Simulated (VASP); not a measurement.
P:

```
CELL_PARAMETERS angstrom
-1.69151 2.51517 1.85894
1.69151 -2.51517 1.85894
1.69151 2.51517 -1.85894
ATOMIC_POSITIONS crystal
P 0.69669 0.94669 0.75000
P 0.30331 0.05331 0.25000
```

This isn't the form of P at room conditions, which is orthorhombic.

Program: VASP 6.6.1. Alike in all runs: no spin polarisation; cell as given.

Q: Order these runs on this cell by their pressure, lowest first.
A. level HSE03+D4; potentials or basis VASP PAW PBE potentials, release 64 (P); k mesh 6 × 6 × 6; cutoff (eV) 520; smearing gaussian 0.05 eV; grid for exact exchange (PRECFOCK) Fast; mesh quality coarse
B. level RPBE; potentials or basis VASP PAW PBE potentials, release 64 (P); k mesh 11 × 11 × 11; cutoff (eV) 500; smearing gaussian 0.1 eV; mesh quality not flagged
C. level PBE+TS; potentials or basis VASP PAW PBE potentials, release 64 (P_GW); k mesh 11 × 11 × 11; cutoff (eV) 600; smearing fermi-dirac 0.05 eV; mesh quality not flagged
D. level HSE06+D3; potentials or basis VASP PAW PBE potentials, release 64 (P_GW); k mesh 6 × 6 × 6; cutoff (eV) 550; smearing fermi-dirac 0.1 eV; grid for exact exchange (PRECFOCK) Fast; screening parameter 0.2 1/A; mesh quality coarse

A: A (-4.3 GPa), D (-1.8 GPa), C (1.1 GPa), B (3.8 GPa).

Caveats: some runs use coarse meshes; the PAW data sets were made with another functional, which shifts forces and pressure a little (some runs); pairwise dispersion overbinds metals, which lowers pressure and volume (some runs); atom-pairwise D2, TS and ULG terms overbind metals (some runs).
